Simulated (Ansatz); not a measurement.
**Bands of BaF₂**

```
CELL_PARAMETERS angstrom
0.00000 3.10005 3.10005
3.10005 0.00000 3.10005
3.10005 3.10005 0.00000
ATOMIC_POSITIONS crystal
Ba 0.00000 0.00000 0.00000
F 0.25000 0.25000 0.25000
F 0.75000 0.75000 0.75000
```

Atoms are numbered in the order listed.

The cell is COD entry 9009004, as deposited and not checked against the literature; nothing was relaxed.

No spin–orbit coupling, which matters for the heavy atoms here.

All numbers below come from DFT, PBE, all-electron LAPW, scalar-relativistic (Ansatz 0.2.0).

Sampling and basis: a Γ-centred 8×8×8 k mesh, Fermi–Dirac smearing of 0.01 eV, basis error target 1 meV/atom, no spin polarisation.

Points in fractions of the reciprocal vectors of this cell: Γ (0, 0, 0), X (0.5, 0, 0.5), U (0.625, 0.25, 0.625), K (0.375, 0.375, 0.75), L (0.5, 0.5, 0.5), W (0.5, 0.25, 0.75). The path joins them by straight lines in the order Γ–X–U–K–Γ–L–W–X; legs that retrace an earlier one aren't tabulated. Energies are in eV from the top of the valence band.

Question: Is there a gap, and where are the band edges?

Answer: 6.82 eV, indirect from the line K (0.375, 0.375, 0.75)–Γ to Γ.

Question: List the levels between -8 and 6 eV at the symmetry points.

Answer: 
Γ: -7.82 (×3), -1.48 (×3), -0.10 (×3)
X: -7.66, -1.50, -0.35 (×2), -0.33 (×2), -0.16
U: -7.80, -1.27, -0.53, -0.53, -0.35, -0.22, -0.17
K: -7.80, -1.27, -0.53, -0.53, -0.35, -0.22, -0.17
L: -7.99, -7.98 (×2), -1.08 (×2), -0.66, -0.37, -0.18 (×2)
W: -7.94 (×2), -1.21, -0.60, -0.35 (×2), -0.30, -0.22

Kohn–Sham gaps of semilocal functionals usually fall short of measured ones.
